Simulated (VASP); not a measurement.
# Al2O3 (P-6m2) in VASP: notebook, part 2 of 3

VASP 6.6.1. The steps go on from the part before.

### 3 Dielectric tensor, LDA

File INCAR:

```
SYSTEM = Al2O3
  PREC = Accurate
  ENCUT = 400
  EDIFF = 1E-8
  ISMEAR = 0
  SIGMA = 0.01
  LREAL = .False.
  LASPH = .True.
  NELM = 100
  ALGO = Normal
  ISIF = 2
  LWAVE = .False.
  LCHARG = .False.
  LEPSILON = .True.
```

File KPOINTS:

```
regular mesh
0
Gamma
  12 12 4
  0 0 0
```

File POSCAR:

```
Al2O3
1.0
    2.8843249483      0.0000000000      0.0000000000
   -1.4421624742      2.4978986780      0.0000000000
    0.0000000000      0.0000000000      9.3367544600
Al O
2 3
Direct
    0.0000000000      0.0000000000      0.8500076700
    0.0000000000      0.0000000000      0.1499923300
    0.3333333333      0.6666666667      0.7776830800
    0.6666666667      0.3333333333      0.0000000000
    0.3333333333      0.6666666667      0.2223169200
```

Potentials or basis: VASP PAW LDA potentials, release 64 (Al, O).

Launch:

```sh
$ cat potpaw_LDA.64/Al/POTCAR potpaw_LDA.64/O/POTCAR > POTCAR
$ mpirun -np 1 vasp_std > vasp.out
```

OUTCAR:

```text
SYSTEM = Al2O3
   PREC = Accurate
   ENCUT = 400
   EDIFF = 1E-8
   ISMEAR = 0
   LREAL = .False.
   LASPH = .True.
   NELM = 100
   ISIF = 2
   LEPSILON = .True.

 Found     57 irreducible k-points:

 Following reciprocal coordinates:
            Coordinates               Weight
  0.000000  0.000000  0.000000      1.000000
  0.083333  0.000000  0.000000      6.000000
  0.166667  0.000000  0.000000      6.000000
  0.250000  0.000000  0.000000      6.000000
  0.333333 -0.000000  0.000000      6.000000
  0.416667  0.000000  0.000000      6.000000
   k-points           NKPTS =     57   k-points in BZ     NKDIM =     57   number of bands    NBANDS=     16
   number of dos      NEDOS =    301   number of ions     NIONS =      5
   total plane-waves  NPLWV =  25600
   dimension x,y,z NGX =    20 NGY =   20 NGZ =   64
   dimension x,y,z NGXF=    40 NGYF=   40 NGZF=  128
   ions per type =               2   3
   NGX,Y,Z   is equivalent  to a cutoff of  11.53, 11.53, 11.40 a.u.
   NGXF,Y,Z  is equivalent  to a cutoff of  23.06, 23.06, 22.79 a.u.
 SYSTEM =  Al2O3
   PREC   = accura    normal or accurate (medium, high low for compatibility)
   ISTART =      0    job   : 0-new  1-cont  2-samecut
   ICHARG =      2    charge: 1-file 2-atom 10-const
   ISPIN  =      1    spin polarized calculation?
   LNONCOLLINEAR =      F non collinear calculations
   LSORBIT =      F    spin-orbit coupling
   LASPH  =      T    aspherical Exc in radial PAW
   ENCUT  =  400.0 eV  29.40 Ry    5.42 a.u.   4.70  4.70 15.23*2*pi/ulx,y,z
   NELM   =    100;   NELMIN=  2; NELMDL= -5     # of ELM steps
   EDIFF  = 0.1E-07   stopping-criterion for ELM
   LREAL  =      F    real-space projection
   EDIFFG = 0.1E-06   stopping-criterion for IOM
   NSW    =      0    number of steps for IOM
   IBRION =     -1    ionic relax: 0-MD 1-quasi-New 2-CG
   NFREE  =      0    steps in history (QN), initial steepest desc. (CG)
   ISIF   =      2    stress and relaxation
   ISYM   =      2    0-nonsym 1-usesym 2-fastsym
   POTIM  = 0.5000    time-step for ionic-motion
   TEBEG  =    0.0;   TEEND  =   0.0 temperature during run
   PSTRESS=    0.0 pullay stress
   NELECT =      24.0000    total number of electrons
   NUPDOWN=      -1.0000    fix difference up-down
   EMIN   =  10.00;   EMAX   =-10.00  energy-range for DOS
   EFERMI =   0.00;   METHOD = LEGACY
   ISMEAR =     0;   SIGMA  =   0.01  broadening in eV -4-tet -1-fermi 0-gaus
   EFERMI_NEDOS =   21; number of points for ismear=-14 and -15
   IALGO  =     38    algorithm
   IMIX   =      4    mixing-type and parameters
     AMIX     =   0.40;   BMIX     =  1.00
     AMIX_MAG =   1.60;   BMIX_MAG =  1.00
  volume/ion in A,a.u.               =      13.45        90.79
  Fermi-wavevector in a.u.,A,eV,Ry     =   1.161111  2.194181 18.343074  1.348178
  Thomas-Fermi vector in A             =   2.297686
   LORBIT       =      0    0 simple, 1 ext, 2 COOP (PROOUT), +10 PAW based schemes
   GGA     = CA    functional components
   LHFCALC =     F    Hartree Fock is set to
   AEXX    =    0.0000 exact exchange contribution
   IVDW    =     0    specifies the selected vdW correction
   LEPSILON=     T    determine dielectric tensor
   LRPA    =     F    only Hartree local field effects (RPA)
 non-spin polarized calculation
 Gauss-broadening in eV      SIGMA  =   0.01
[... 138 lines left out ...]
  in kB     -111.1677345   -111.1677345    -92.4678100      0.0000000      0.0000000      0.0000000
  external PRESSURE =    -104.9344263 kB  Pullay stress =       0.0000000 kB

 VOLUME and BASIS-vectors are now :
 -----------------------------------------------------------------------------
  energy-cutoff  :      400.00
  volume of cell :       67.27
      direct lattice vectors                 reciprocal lattice vectors
     2.884324948  0.000000000  0.000000000     0.346701574  0.200168247  0.000000000
    -1.442162474  2.497898678  0.000000000     0.000000000  0.400336494  0.000000000
     0.000000000  0.000000000  9.336754460     0.000000000  0.000000000  0.107103598

 POSITION                                       TOTAL-FORCE (eV/Angst)
 -----------------------------------------------------------------------------------
      0.00000      0.00000      7.93631         0.000000     -0.000000     -0.019051
      0.00000      0.00000      1.40044         0.000000     -0.000000      0.019051
     -0.00000      1.66527      7.26104         0.000000      0.000000      0.487606
      1.44216      0.83263      0.00000        -0.000000     -0.000000      0.000000
     -0.00000      1.66527      2.07572        -0.000000      0.000000     -0.487606
 -----------------------------------------------------------------------------------
    total drift:                               -0.000000      0.000000     -0.000000

  FREE ENERGIE OF THE ION-ELECTRON SYSTEM (eV)
  ---------------------------------------------------
  free  energy   TOTEN  =       -40.1653634459 eV

  energy  without entropy=      -40.1653634459  energy(sigma->0) =      -40.16536345

 HEAD OF MICROSCOPIC STATIC DIELECTRIC TENSOR (INDEPENDENT PARTICLE, excluding Hartree and local field effects)
 ------------------------------------------------------
           2.796725    -0.000000     0.000000
          -0.000000     2.796725    -0.000000
           0.000000     0.000000     2.615452
 ------------------------------------------------------

 Free energy of the ion-electron system (eV)
  ---------------------------------------------------
  ---------------------------------------------------
  free energy    TOTEN  =        -0.33598482 eV

  energy without entropy =       -0.33598482

------------------------ aborting loop because EDIFF is reached ----------------------------------------

--------------------------------------- Ionic step        2  -------------------------------------------

------------------------ aborting loop because EDIFF is reached ----------------------------------------

--------------------------------------- Ionic step        3  -------------------------------------------

 Free energy of the ion-electron system (eV)
  ---------------------------------------------------
  ---------------------------------------------------
  free energy    TOTEN  =        -0.18845608 eV

  energy without entropy =       -0.18845608

------------------------ aborting loop because EDIFF is reached ----------------------------------------

 PIEZOELECTRIC TENSOR FIELD DIRECTION 3  (e Angst)
 -----------------------------------------------------------------------------
    -0.00014  0.00000  0.00000           (  0.00000 -0.00000  0.00000)
    -0.00000 -0.00014  0.00000           ( -0.00000  0.00000  0.00000)
    -0.00000  0.00000  0.00038           (  0.00000  0.00000 -0.00000)

 PIEZOELECTRIC TENSOR FIELD DIRECTION 3  (C/m^2)
 -----------------------------------------------------------------------------
    -0.00003  0.00000  0.00000
    -0.00000 -0.00003  0.00000
    -0.00000  0.00000  0.00009

 MACROSCOPIC STATIC DIELECTRIC TENSOR (including local field effects in DFT)
 ------------------------------------------------------
           2.694999    -0.000000     0.000000
          -0.000000     2.694999     0.000000
           0.000000     0.000000     1.942082
 ------------------------------------------------------

 PIEZOELECTRIC TENSOR (including local field effects)  for field in x, y, z        (e  Angst)
          XX          YY          ZZ          XY          YZ          ZX
  --------------------------------------------------------------------------------
  x     0.00000    -0.00000     0.00000    -0.06670     0.00000     0.00000
  y    -0.06670     0.06670     0.00000    -0.00000     0.00000     0.00000
  z     0.00000     0.00000     0.00000    -0.00000     0.00000     0.00000

 PIEZOELECTRIC TENSOR (including local field effects)  for field in x, y, z        (C/m^2)
          XX          YY          ZZ          XY          YZ          ZX
  --------------------------------------------------------------------------------
  x     0.00000    -0.00000     0.00000    -0.01589     0.00000     0.00000
  y    -0.01589     0.01589     0.00000    -0.00000     0.00000     0.00000
  z     0.00000     0.00000     0.00000    -0.00000     0.00000     0.00000

 BORN EFFECTIVE CHARGES (including local field effects) (in |e|, cummulative output)
 ---------------------------------------------------------------------------------
 ion    1
    1     3.01590    -0.00000     0.00000
    2    -0.00000     3.01590     0.00000
    3     0.00000    -0.00000     1.51627
 ion    2
    1     3.01590    -0.00000    -0.00000
    2    -0.00000     3.01590    -0.00000
    3    -0.00000     0.00000     1.51627
 ion    3
    1    -1.89858     0.00000     0.00000
    2     0.00000    -1.89858    -0.00000
    3     0.00000     0.00000    -0.91426
 ion    4
    1    -2.23464     0.00000     0.00000
    2     0.00000    -2.23464     0.00000
    3    -0.00000    -0.00000    -1.20402
 ion    5
    1    -1.89858     0.00000    -0.00000
    2     0.00000    -1.89858     0.00000
    3    -0.00000    -0.00000    -0.91426
```

stdout:

```text
POSCAR found type information on POSCAR AlO
 POSCAR found :  2 types and       5 ions
 scaLAPACK will be used
 LDA part: xc-table for (Slater(with rela. corr.)+CA(PZ))
 , standard interpolation
 POSCAR, INCAR and KPOINTS ok, starting setup
 FFT: planning ... GRIDC
 FFT: planning ... GRID_SOFT
 FFT: planning ... GRID
 WAVECAR not read
 entering main loop
 Linear response reoptimize wavefunctions to high precision
 Linear response G [H, r] |phi>, progress :
  Direction:   1
 Linear response G [H, r] |phi>, progress :
  Direction:   2
 Linear response G [H, r] |phi>, progress :
  Direction:   3
 Linear response to external field (no local field effect), progress :
  Direction:   1
 dielectric tensor                  component  1 :     2.585    -0.482    -0.003
 Linear response to external field (no local field effect), progress :
  Direction:   2
 dielectric tensor                  component  2 :    -0.482     3.008    -0.003
 Linear response to external field (no local field effect), progress :
  Direction:   3
 dielectric tensor                  component  3 :    -0.003    -0.003     2.615
 Linear response to external field, progress :
  Direction:   1
 dielectric tensor                  component  1 :     2.695     0.000     0.001
 Linear response to external field, progress :
  Direction:   2
 dielectric tensor                  component  2 :    -0.151     2.695    -0.003
 Linear response to external field, progress :
  Direction:   3
 dielectric tensor                  component  3 :    -0.001    -0.003     1.942
 Born effective charges drift removed
```

It took 5.7 min on 1 thread of Intel Xeon Platinum 8375C at 2.90GHz (Ice Lake), shared host; peak memory 0.41 GiB.

These settings aren't checked as converged: the numbers below hold their error.

What came out:

```
Band gap on the k mesh                  : 4.75 eV, indirect (least direct gap 5.00 eV)
Electronic dielectric tensor (diagonal) : 2.69, 2.69, 1.94
Born charges (mean of the diagonal)     : Al +2.52; O -1.57, -1.89 e
```

Caveat: the cutoff is under 1.25 times the usual one of these potentials, so pressure, stress and relaxed cells hold a basis-set (Pulay) error.

### 4 Dielectric tensor, PBE

File INCAR:

```
ALGO = Normal
EDIFF = 1E-8
ENCUT = 800
GGA = PE
ISIF = 2
ISMEAR = 0
LASPH = True
LCHARG = False
LEPSILON = True
LREAL = False
LWAVE = False
NELM = 100
PREC = Accurate
SIGMA = 0.01
```

File KPOINTS:

```
k-points
0
Gamma
  15 15 4
```

POSCAR is that of step 3.

Potentials or basis: VASP PAW PBE potentials, release 64 (Al, O).

Launch:

```sh
$ cat potpaw_PBE.64/Al/POTCAR potpaw_PBE.64/O/POTCAR > POTCAR
$ mpirun -np 1 vasp_std > vasp.out
```

OUTCAR:

```text
EDIFF = 1E-8
   ENCUT = 800
   GGA = PE
   ISIF = 2
   ISMEAR = 0
   LASPH = True
   LEPSILON = True
   LREAL = False
   NELM = 100
   PREC = Accurate

 ion  position               nearest neighbor table
   1  0.000  0.000  0.850-   3 1.80   3 1.80   3 1.80   4 2.18   4 2.18   4 2.18   2 2.80
   2  0.000  0.000  0.150-   5 1.80   5 1.80   5 1.80   4 2.18   4 2.18   4 2.18   1 2.80
   3  0.333  0.667  0.778-   1 1.80   1 1.80   1 1.80
   4  0.667  0.333  0.000-   1 2.18   2 2.18   1 2.18   2 2.18   1 2.18   2 2.18
   5  0.333  0.667  0.222-   2 1.80   2 1.80   2 1.80

  LATTYP: Found a hexagonal cell.
 ALAT       =     2.8843249483
 C/A-ratio  =     3.2370674689

  Lattice vectors:

 A1 = (   2.8843249483,   0.0000000000,   0.0000000000)
 A2 = (  -1.4421624742,   2.4978986780,   0.0000000000)
 A3 = (   0.0000000000,   0.0000000000,   9.3367544600)

Analysis of symmetry for initial positions (statically):
=====================================================================
 Subroutine PRICEL returns:
 Original cell was already a primitive cell.

[... 699 lines left out ...]
------------------------ aborting loop because EDIFF is reached ----------------------------------------

 PIEZOELECTRIC TENSOR FIELD DIRECTION 3  (e Angst)
 -----------------------------------------------------------------------------
    -0.00002 -0.00000  0.00000           ( -0.00000  0.00000  0.00000)
    -0.00000 -0.00002  0.00000           (  0.00000 -0.00000  0.00000)
     0.00000 -0.00000  0.00012           (  0.00000  0.00000 -0.00000)

 PIEZOELECTRIC TENSOR FIELD DIRECTION 3  (C/m^2)
 -----------------------------------------------------------------------------
    -0.00000 -0.00000  0.00000
    -0.00000 -0.00000  0.00000
     0.00000 -0.00000  0.00003

 MACROSCOPIC STATIC DIELECTRIC TENSOR (including local field effects in DFT)
 ------------------------------------------------------
           2.690414    -0.000000    -0.000000
          -0.000000     2.690414    -0.000000
           0.000000     0.000000     1.942804
 ------------------------------------------------------

 PIEZOELECTRIC TENSOR (including local field effects)  for field in x, y, z        (e  Angst)
          XX          YY          ZZ          XY          YZ          ZX
  --------------------------------------------------------------------------------
  x     0.00000    -0.00000     0.00000    -0.07851     0.00000     0.00000
  y    -0.07851     0.07851     0.00000    -0.00000     0.00000     0.00000
  z     0.00000     0.00000     0.00000    -0.00000    -0.00000     0.00000

 PIEZOELECTRIC TENSOR (including local field effects)  for field in x, y, z        (C/m^2)
          XX          YY          ZZ          XY          YZ          ZX
  --------------------------------------------------------------------------------
  x     0.00000    -0.00000     0.00000    -0.01870     0.00000     0.00000
  y    -0.01870     0.01870     0.00000    -0.00000     0.00000     0.00000
  z     0.00000     0.00000     0.00000    -0.00000    -0.00000     0.00000

 BORN EFFECTIVE CHARGES (including local field effects) (in |e|, cummulative output)
 ---------------------------------------------------------------------------------
 ion    1
    1     3.02633    -0.00000     0.00000
    2    -0.00000     3.02633     0.00000
    3    -0.00000     0.00000     1.52331
 ion    2
    1     3.02633    -0.00000     0.00000
    2    -0.00000     3.02633    -0.00000
    3    -0.00000    -0.00000     1.52331
 ion    3
    1    -1.90506     0.00000    -0.00000
    2     0.00000    -1.90506     0.00000
    3     0.00000     0.00000    -0.91644
 ion    4
    1    -2.24254     0.00000     0.00000
    2     0.00000    -2.24254    -0.00000
    3     0.00000     0.00000    -1.21374
 ion    5
    1    -1.90506     0.00000     0.00000
    2     0.00000    -1.90506     0.00000
    3    -0.00000    -0.00000    -0.91644
```

OSZICAR:

```text
N       E                     dE             d eps       ncg     rms          rms(c)
DAV:   1     0.175683380512E+03    0.17568E+03   -0.15475E+04  2592   0.188E+03
DAV:   2    -0.296818739028E+02   -0.20537E+03   -0.20079E+03  3352   0.335E+02
DAV:   3    -0.408116846339E+02   -0.11130E+02   -0.11114E+02  3512   0.898E+01
DAV:   4    -0.409297318829E+02   -0.11805E+00   -0.11803E+00  3512   0.954E+00
[... 11 lines left out ...]
RMM:   9    -0.190580838066E+00   -0.81090E-04   -0.13916E-04  5817   0.157E-02    0.245E-03
RMM:  10    -0.190576691870E+00    0.41462E-05   -0.84038E-05  5647   0.606E-03    0.755E-04
RMM:  11    -0.190573460590E+00    0.32313E-05    0.18688E-05  5816   0.269E-03    0.447E-04
RMM:  12    -0.190581501313E+00   -0.80407E-05   -0.11885E-05  5843   0.105E-03    0.432E-05
RMM:  13    -0.190581621101E+00   -0.11979E-06   -0.49374E-06  4507   0.167E-04    0.271E-05
RMM:  14    -0.190581793087E+00   -0.17199E-06   -0.34036E-06  3639   0.108E-04    0.578E-06
```

stdout:

```text
POSCAR found type information on POSCAR AlO
 POSCAR found :  2 types and       5 ions
 scaLAPACK will be used
 LDA part: xc-table for (Slater+PW92), standard interpolation
 POSCAR, INCAR and KPOINTS ok, starting setup
 FFT: planning ... GRIDC
 FFT: planning ... GRID_SOFT
 FFT: planning ... GRID
 WAVECAR not read
 entering main loop
 Linear response reoptimize wavefunctions to high precision
 Linear response G [H, r] |phi>, progress :
  Direction:   1
 Linear response G [H, r] |phi>, progress :
  Direction:   2
 Linear response G [H, r] |phi>, progress :
  Direction:   3
 Linear response to external field (no local field effect), progress :
  Direction:   1
 dielectric tensor                  component  1 :     2.552    -0.472    -0.003
 Linear response to external field (no local field effect), progress :
  Direction:   2
 dielectric tensor                  component  2 :    -0.472     2.953    -0.003
 Linear response to external field (no local field effect), progress :
  Direction:   3
 dielectric tensor                  component  3 :    -0.003    -0.003     2.587
 Linear response to external field, progress :
  Direction:   1
 dielectric tensor                  component  1 :     2.690     0.000     0.001
 Linear response to external field, progress :
  Direction:   2
 dielectric tensor                  component  2 :    -0.130     2.690    -0.003
 Linear response to external field, progress :
  Direction:   3
 dielectric tensor                  component  3 :    -0.001    -0.004     1.943
 Born effective charges drift removed
```

Run time: 43 min. Hardware: 1 thread of AMD EPYC 7R13 (Zen 3), shared host; peak memory 1.4 GiB.

What came out:

- Band gap on the k mesh: 4.77 eV, indirect (least direct gap 5.01 eV)
- Electronic dielectric tensor (diagonal): 2.69, 2.69, 1.94
- Born charges (mean of the diagonal): Al +2.53; O -1.58, -1.90 e

Levels at points of the mesh, in eV from the valence-band top:
| k point | band 10 | band 11 | band 12 | band 13 | band 14 | band 15 |
| --- | --- | --- | --- | --- | --- | --- |
| (0.00, 0.00, 0.00) | -0.53 | -0.53 | -0.24 | 4.77 | 7.40 | 7.80 |
| (0.00, 0.00, 0.50) | -0.53 | -0.53 | -0.29 | 4.91 | 6.96 | 7.97 |

Electronic dielectric tensor:
```
2.69 0.00 0.00
0.00 2.69 0.00
0.00 0.00 1.94
```

Born effective charge tensors (e):
atom 1, Al
```
3.03 0.00 0.00
0.00 3.03 0.00
0.00 0.00 1.52
```
atom 2, Al
```
3.03 0.00 0.00
0.00 3.03 0.00
0.00 0.00 1.52
```
atom 3, O
```
-1.91  0.00  0.00
 0.00 -1.91  0.00
 0.00  0.00 -0.92
```
atom 4, O
```
-2.24  0.00  0.00
 0.00 -2.24  0.00
 0.00  0.00 -1.21
```
atom 5, O
```
-1.91  0.00  0.00
 0.00 -1.91  0.00
 0.00  0.00 -0.92
```

Caveat: an odd mesh through Γ misses points on the zone boundary, where band edges often lie. A hybrid or GW would open this gap; PBE tends to underestimate it.

(Part 2 of 3 ends here.)
